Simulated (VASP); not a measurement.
# W (Im-3m) in VASP: a series of runs

One crystal, W, is run at these levels: PBE; tasks: relaxation of cell and atoms, vibrations by finite differences.

Everything below comes from runs of VASP 6.6.1. Logs are shortened: lines on timing, memory, paths and dates and some standing lists are left out, and cuts for length are marked.

**1. The crystal as given**

The structure is cubic, space group Im-3m (No. 229). Conventional cell: a = 3.165 Å, b = 3.165 Å, c = 3.165 Å, α = 90.00°, β = 90.00°, γ = 90.00°. Around W (site symmetry m-3m) lie 8 W at 2.74 Å.

**2. Relaxation of cell and atoms, PBE**

File INCAR:

```
SYSTEM = W
ALGO     = Normal         ! electronic algorithm
EDIFF    = 1E-7           ! SCF threshold, eV
EDIFFG   = -0.002         ! ionic threshold
ENCUT    = 520            ! plane-wave cutoff, eV
GGA      = PE             ! functional
IBRION   = 2              ! ionic algorithm
ISIF     = 3              ! what is computed and relaxed
ISMEAR   = 0              ! smearing method
LASPH    = .True.         ! aspherical terms in the spheres
LCHARG   = .False.        ! write CHGCAR
LREAL    = .False.        ! projectors in reciprocal space
LWAVE    = .False.        ! write WAVECAR
NELM     = 100            ! most SCF steps
NSW      = 80             ! ionic steps
PREC     = Accurate       ! precision mode
SIGMA    = 0.3            ! smearing width, eV
```

File KPOINTS:

```
k-points
0
Gamma
  18 18 18
  0 0 0
```

File POSCAR:

```
W
1.0
   -1.5823450000      1.5823450000      1.5823450000
    1.5823450000     -1.5823450000      1.5823450000
    1.5823450000      1.5823450000     -1.5823450000
W
1
Direct
    0.0000000000      0.0000000000      0.0000000000
```

Potentials or basis: VASP PAW PBE potentials, release 64 (W_sv).

Run with:

```sh
$ cat potpaw_PBE.64/W_sv/POTCAR > POTCAR
$ mpirun -np 1 vasp_std > vasp.out
```

OUTCAR:

```text
SYSTEM = W
   EDIFF = 1E-7
   EDIFFG = -0.002
   ENCUT = 520
   GGA = PE
   IBRION = 2
   ISIF = 3
   ISMEAR = 0
   LASPH = .True.
   LREAL = .False.
   NELM = 100
   NSW = 80
   PREC = Accurate

 ion  position               nearest neighbor table
   1  0.000  0.000  0.000-

  LATTYP: Found a body centered cubic cell.
 ALAT       =     3.1646900000

  Lattice vectors:

 A1 = (  -1.5823450000,   1.5823450000,   1.5823450000)
 A2 = (   1.5823450000,  -1.5823450000,   1.5823450000)
 A3 = (   1.5823450000,   1.5823450000,  -1.5823450000)

Analysis of symmetry for initial positions (statically):
=====================================================================
 Subroutine PRICEL returns:
 Original cell was already a primitive cell.

 Routine SETGRP: Setting up the symmetry group for a
 body centered cubic supercell.

 Subroutine GETGRP returns: Found 48 space group operations
 (whereof 48 operations were pure point group operations)
 out of a pool of 48 trial point group operations.

The static configuration has the point symmetry O_h .

Analysis of symmetry for dynamics (positions and initial velocities):
=====================================================================
 Subroutine PRICEL returns:
 Original cell was already a primitive cell.

 Routine SETGRP: Setting up the symmetry group for a
 body centered cubic supercell.

 Subroutine GETGRP returns: Found 48 space group operations
 (whereof 48 operations were pure point group operations)
 out of a pool of 48 trial point group operations.

The dynamic configuration has the point symmetry O_h .

 Subroutine INISYM returns: Found 48 space group operations
 (whereof 48 operations are pure point group operations),
 and found     1 'primitive' translations

----------------------------------------------------------------------------------------

                                     Primitive cell

  volume of cell :      15.8476

  direct lattice vectors                    reciprocal lattice vectors
    -1.582345000  1.582345000  1.582345000     0.000000000  0.315986716  0.315986716
     1.582345000 -1.582345000  1.582345000     0.315986716  0.000000000  0.315986716
     1.582345000  1.582345000 -1.582345000     0.315986716  0.315986716  0.000000000

  length of vectors
     2.740701935  2.740701935  2.740701935     0.446872699  0.446872699  0.446872699

  position of ions in fractional coordinates (direct lattice)
     0.000000000  0.000000000  0.000000000

  ion indices of the primitive-cell ions
   primitive index   ion index
                 1           1

----------------------------------------------------------------------------------------

 KPOINTS: k-points

Automatic generation of k-mesh.
 Grid dimensions read from file:
 generate k-points for:   18   18   18

 Generating k-lattice:

  Cartesian coordinates                     Fractional coordinates (reciprocal lattice)
     0.000000000  0.017554818  0.017554818     0.055555556  0.000000000  0.000000000
     0.017554818  0.000000000  0.017554818     0.000000000  0.055555556  0.000000000
     0.017554818  0.017554818  0.000000000     0.000000000  0.000000000  0.055555556

  Length of vectors
     0.024826261  0.024826261  0.024826261

  Shift w.r.t. Gamma in fractional coordinates (k-lattice)
     0.000000000  0.000000000  0.000000000

 Subroutine IBZKPT returns following result:
 ===========================================

 Found    195 irreducible k-points:

 Following reciprocal coordinates:
            Coordinates               Weight
  0.000000  0.000000  0.000000      1.000000
  0.055556  0.000000  0.000000     12.000000
  0.111111  0.000000  0.000000     12.000000
  0.166667  0.000000  0.000000     12.000000
  0.222222  0.000000  0.000000     12.000000
  0.277778  0.000000  0.000000     12.000000
[... 16 lines left out ...]
  0.333333  0.111111 -0.000000     48.000000
  0.388889  0.111111  0.000000     48.000000
 [... further k-points ...]
   k-points           NKPTS =    195   k-points in BZ     NKDIM =    195   number of bands    NBANDS=     11
   number of dos      NEDOS =    301   number of ions     NIONS =      1
   total plane-waves  NPLWV =   8000
   dimension x,y,z NGX =    20 NGY =   20 NGZ =   20
   dimension x,y,z NGXF=    40 NGYF=   40 NGZF=   40
   ions per type =               1
   NGX,Y,Z   is equivalent  to a cutoff of  12.13, 12.13, 12.13 a.u.
   NGXF,Y,Z  is equivalent  to a cutoff of  24.26, 24.26, 24.26 a.u.
 SYSTEM =  W
   PREC   = accura    normal or accurate (medium, high low for compatibility)
   ISTART =      0    job   : 0-new  1-cont  2-samecut
   ICHARG =      2    charge: 1-file 2-atom 10-const
   ISPIN  =      1    spin polarized calculation?
   LNONCOLLINEAR =      F non collinear calculations
   LSORBIT =      F    spin-orbit coupling
   LASPH  =      T    aspherical Exc in radial PAW
   ENCUT  =  520.0 eV  38.22 Ry    6.18 a.u.   5.10  5.10  5.10*2*pi/ulx,y,z
   NELM   =    100;   NELMIN=  2; NELMDL= -5     # of ELM steps
   EDIFF  = 0.1E-06   stopping-criterion for ELM
   LREAL  =      F    real-space projection
   EDIFFG = -.2E-02   stopping-criterion for IOM
   NSW    =     80    number of steps for IOM
   IBRION =      2    ionic relax: 0-MD 1-quasi-New 2-CG
   NFREE  =      1    steps in history (QN), initial steepest desc. (CG)
   ISIF   =      3    stress and relaxation
   ISYM   =      2    0-nonsym 1-usesym 2-fastsym
   POTIM  = 0.5000    time-step for ionic-motion
   TEBEG  =    0.0;   TEEND  =   0.0 temperature during run
   PSTRESS=    0.0 pullay stress
   NELECT =      14.0000    total number of electrons
   NUPDOWN=      -1.0000    fix difference up-down
   EMIN   =  10.00;   EMAX   =-10.00  energy-range for DOS
   EFERMI =   0.00;   METHOD = LEGACY
   ISMEAR =     0;   SIGMA  =   0.30  broadening in eV -4-tet -1-fermi 0-gaus
   EFERMI_NEDOS =   21; number of points for ismear=-14 and -15
   IALGO  =     38    algorithm
   IMIX   =      4    mixing-type and parameters
     AMIX     =   0.40;   BMIX     =  1.00
     AMIX_MAG =   1.60;   BMIX_MAG =  1.00
  volume/ion in A,a.u.               =      15.85       106.94
  Fermi-wavevector in a.u.,A,eV,Ry     =   1.570832  2.968442 33.572544  2.467512
  Thomas-Fermi vector in A             =   2.672506
   LORBIT       =      0    0 simple, 1 ext, 2 COOP (PROOUT), +10 PAW based schemes
   GGA     = PE    functional components
   LHFCALC =     F    Hartree Fock is set to
   AEXX    =    0.0000 exact exchange contribution
   IVDW    =     0    specifies the selected vdW correction
   LEPSILON=     F    determine dielectric tensor
   LRPA    =     F    only Hartree local field effects (RPA)
 conjugate gradient relaxation of ions
 non-spin polarized calculation
 Gauss-broadening in eV      SIGMA  =   0.30
  energy-cutoff  :      520.00
  volume of cell :       15.85
 maximum number of plane-waves:       440
   NGX = 11   NGY = 11   NGZ = 11

--------------------------------------- Ionic step        1  -------------------------------------------

 number of electron      14.0000004 magnetization

 Free energy of the ion-electron system (eV)
  ---------------------------------------------------
  ext. energy  EPLUGINS =         0.00000000
  ---------------------------------------------------
  free energy    TOTEN  =       -12.95647735 eV

  energy without entropy =      -12.93298200  energy(sigma->0) =      -12.94472967

------------------------ aborting loop because EDIFF is reached ----------------------------------------

  FORCE on cell =-STRESS in cart. coord.  units (eV):
  Direction    XX          YY          ZZ          XY          YZ          ZX
  --------------------------------------------------------------------------------------
  -------------------------------------------------------------------------------------
  Total        0.6243557      0.6243557      0.6243557     -0.0000000     -0.0000000      0.0000000
  in kB       63.1217647     63.1217647     63.1217647     -0.0000000     -0.0000000      0.0000000
  external PRESSURE =      63.1217647 kB  Pullay stress =       0.0000000 kB
[... 86 lines left out ...]
  FREE ENERGIE OF THE ION-ELECTRON SYSTEM (eV)
  ---------------------------------------------------
  free  energy   TOTEN  =       -12.9626068168 eV

  energy  without entropy=      -12.9388601636  energy(sigma->0) =      -12.95073349

[... ionic steps 4 to 12 ...]

--------------------------------------- Ionic step       13  -------------------------------------------

 number of electron      14.0000000 magnetization

------------------------ aborting loop because EDIFF is reached ----------------------------------------

  FORCE on cell =-STRESS in cart. coord.  units (eV):
  Direction    XX          YY          ZZ          XY          YZ          ZX
  --------------------------------------------------------------------------------------
  -------------------------------------------------------------------------------------
  Total        0.0064510      0.0064510      0.0064510     -0.0000000      0.0000000      0.0000000
  in kB        0.6394906      0.6394906      0.6394906     -0.0000000      0.0000000      0.0000000
  external PRESSURE =       0.6394906 kB  Pullay stress =       0.0000000 kB
[... 55 lines left out ...]
  energy  without entropy=      -12.9388750957  energy(sigma->0) =      -12.95074381

--------------------------------------- Ionic step       15  -------------------------------------------

 number of electron      14.0000000 magnetization

 Free energy of the ion-electron system (eV)
  ---------------------------------------------------
  ext. energy  EPLUGINS =         0.00000000
  ---------------------------------------------------
  free energy    TOTEN  =       -12.96261266 eV

  energy without entropy =      -12.93887361  energy(sigma->0) =      -12.95074314

 E-fermi :  11.1562     XC(G=0): -13.5299

 val. band max:       11.1550646511   @ k =  -0.2778   0.3333   0.2222
 cond. band min:      11.1718269681   @ k =   0.5000   0.5000   0.2222
 fundamental gap:      0.0167623171
 Fermi energy:        11.1561666929

 k-point     1 :       0.0000    0.0000    0.0000
  band No.  band energies     occupation
      1     -63.0458      2.00000
      2     -26.6360      2.00000
      3     -26.6360      2.00000
      4     -26.6360      2.00000
      5       1.6335      2.00000
      6       9.9660      2.00000
      7       9.9660      2.00000
      8       9.9660      2.00000
      9      13.3779      0.00000
     10      13.3779      0.00000
     11      25.6338      0.00000
[... 309 lines left out ...]
 k-point    24 :       0.3889    0.1111    0.0000
  band No.  band energies     occupation
      1     -62.9228      2.00000
      2     -27.7682      2.00000
      3     -27.0621      2.00000
      4     -26.6955      2.00000
      5       5.4384      2.00000
      6       7.8347      2.00000
      7      10.5455      1.99601
      8      13.1432      0.00000
      9      14.4335      0.00000
     10      17.4182      0.00000
     11      21.8080      0.00000

 [... further k-points ...]

------------------------ aborting loop because EDIFF is reached ----------------------------------------

  FORCE on cell =-STRESS in cart. coord.  units (eV):
  Direction    XX          YY          ZZ          XY          YZ          ZX
  --------------------------------------------------------------------------------------
  -------------------------------------------------------------------------------------
  Total        0.0001649      0.0001649      0.0001649      0.0000000     -0.0000000      0.0000000
  in kB        0.0163418      0.0163418      0.0163418      0.0000000     -0.0000000      0.0000000
  external PRESSURE =       0.0163418 kB  Pullay stress =       0.0000000 kB
[... 16 lines left out ...]
  FREE ENERGIE OF THE ION-ELECTRON SYSTEM (eV)
  ---------------------------------------------------
  free  energy   TOTEN  =       -12.9626126643 eV

  energy  without entropy=      -12.9388736105  energy(sigma->0) =      -12.95074314

 reached required accuracy - stopping structural energy minimisation
```

Wall time 1.7 min (1 thread of Intel Xeon Platinum 8375C at 2.90GHz (Ice Lake), shared host); peak memory 0.15 GiB.

What came out:

```
Free energy                            : -12.9626 eV
Relaxed volume                         : 16.17 Å³/atom
Relaxed cell                           : a = 2.759 Å, b = 2.759 Å, c = 2.759 Å, α = 109.47°, β = 109.47°, γ = 109.47°
Space group after relaxing (to 0.05 Å) : Im-3m (No. 229)
Energy gained by relaxing              : 6.1 meV/atom
Ionic steps                            : 15
Pressure after relaxing                : 0.0 GPa
Band gap on the k mesh                 : none (metal or under the smearing width)
```

Step by step:
```tsv
step	energy change (eV)	largest force (eV/Å)	pressure (GPa)	volume (Å³)
1	0.0000	0.0000	6.31	15.85
2	0.0637	0.0000	-18.18	17.32
3	-0.0061	0.0000	-0.16	16.17
4	-0.0061	0.0000	-0.02	16.17
5	-0.0061	0.0000	0.10	16.16
6	-0.0061	0.0000	0.12	16.16
7	-0.0061	0.0000	0.08	16.16
8	-0.0061	0.0000	0.08	16.16
9	-0.0061	0.0000	0.08	16.16
10	-0.0061	0.0000	0.08	16.16
11	-0.0061	0.0000	0.08	16.16
12	-0.0061	0.0000	0.09	16.16
13	-0.0061	0.0000	0.06	16.16
14	-0.0061	0.0000	0.04	16.16
15	-0.0061	0.0000	0.00	16.17
```

Final structure:
```
W
1.0
    -1.59285    1.59285    1.59285
     1.59285   -1.59285    1.59285
     1.59285    1.59285   -1.59285
W
1
Cartesian
  0.0000 0.0000 0.0000
```

Levels at points of the mesh, in eV from the Fermi level:
```tsv
k point	band 4	band 5	band 6	band 7	band 8	band 9	band 10	band 11
(0.00, 0.00, 0.00)	-37.79	-9.52	-1.19	-1.19	-1.19	2.22	2.22	14.48
(0.50, 0.00, 0.00)	-37.80	-6.14	-3.47	0.62	2.10	3.06	5.98	10.77
(0.50, 0.50, 0.50)	-38.64	-5.67	-5.67	5.03	5.03	5.03	8.10	8.10
```

Spin-orbit coupling is left out, which matters for the levels of W. PBE usually gives volumes a little too large and moduli too small.

**3. Relaxation of cell and atoms, PBE**

This run uses another cell than the first one, of 16.17 Å³/atom, 1.020 times its volume.

INCAR is that of step 2.

KPOINTS is that of step 2.

File POSCAR:

```
W                                       
1.0
   -1.5928527436      1.5928527436      1.5928527436
    1.5928527436     -1.5928527436      1.5928527436
    1.5928527436      1.5928527436     -1.5928527436
  W             
     1
Direct
     0.0000000000000000    0.0000000000000000    0.0000000000000000
```

Potentials or basis: VASP PAW PBE potentials, release 64 (W_sv).

Run with:

```sh
$ cat potpaw_PBE.64/W_sv/POTCAR > POTCAR
$ mpirun -np 1 vasp_std > vasp.out
```

Wall time 22 s (1 thread of Intel Xeon Platinum 8375C at 2.90GHz (Ice Lake), shared host); peak memory 0.17 GiB.

Results (log left out):

* Free energy: -12.9628 eV
* Pressure after relaxing: 0.0 GPa
* Band gap on the k mesh: none (metal or under the smearing width)

Final structure:
```
CELL_PARAMETERS angstrom
-1.59285 1.59285 1.59285
1.59285 -1.59285 1.59285
1.59285 1.59285 -1.59285
ATOMIC_POSITIONS crystal
W 0.00000 0.00000 0.00000
```

Levels at points of the mesh, in eV from the Fermi level:
```
           k point  band 4  band 5  band 6  band 7  band 8  band 9  band 10  band 11
(0.00, 0.00, 0.00)  -37.79   -9.52   -1.19   -1.19   -1.19    2.22     2.22    14.48
(0.50, 0.00, 0.00)  -37.80   -6.14   -3.47    0.62    2.10    3.06     5.98    10.77
(0.50, 0.50, 0.50)  -38.64   -5.67   -5.67    5.03    5.03    5.03     8.10     8.10
```

Caveat: the relaxation stopped at its first step, so nothing moved. Spin-orbit coupling is left out, which matters for the levels of W.

**4. Vibrations by finite differences, PBE**

This run uses another cell than the first one, of 16.17 Å³/atom, 1.020 times its volume.

File INCAR:

```
  PREC = Accurate
  ENCUT = 520
  EDIFF = 1E-8
  ISMEAR = 0
  SIGMA = 0.3
  LREAL = False
  LASPH = True
  NELM = 100
  ALGO = Normal
  ISIF = 3
  LWAVE = False
  LCHARG = False
  GGA = PE
  NBANDS = 13
  IBRION = 6
  NFREE = 2
  POTIM = 0.015
  NSW = 1
```

File KPOINTS:

```
Automatic mesh
0
Gamma
  18 18 18
```

POSCAR is that of step 3.

Run with:

```sh
$ cat potpaw_PBE.64/W_sv/POTCAR > POTCAR
$ mpirun -np 1 vasp_std > vasp.out
```

Wall time 18 min (1 thread of Intel Xeon Platinum 8375C at 2.90GHz (Ice Lake), shared host); peak memory 0.64 GiB.

It converged, with:

```yaml
Elastic_constants_C11_C12_C44: 506, 204, 141 GPa
Voigt_bulk_modulus: 305 GPa
```

Elastic tensor in Voigt notation (GPa, in the Cartesian axes of the cell as first typed):
```
506 204 204   0   0   0
204 506 204   0   0   0
204 204 506   0   0   0
  0   0   0 141   0   0
  0   0   0   0 141   0
  0   0   0   0   0 141
```

Clamped-ion elastic tensor (GPa):
```
506 204 204   0   0   0
204 506 204   0   0   0
204 204 506   0   0   0
  0   0   0 141   0   0
  0   0   0   0 141   0
  0   0   0   0   0 141
```

Caveat: elastic constants of metals need much finer meshes, so these are rough.
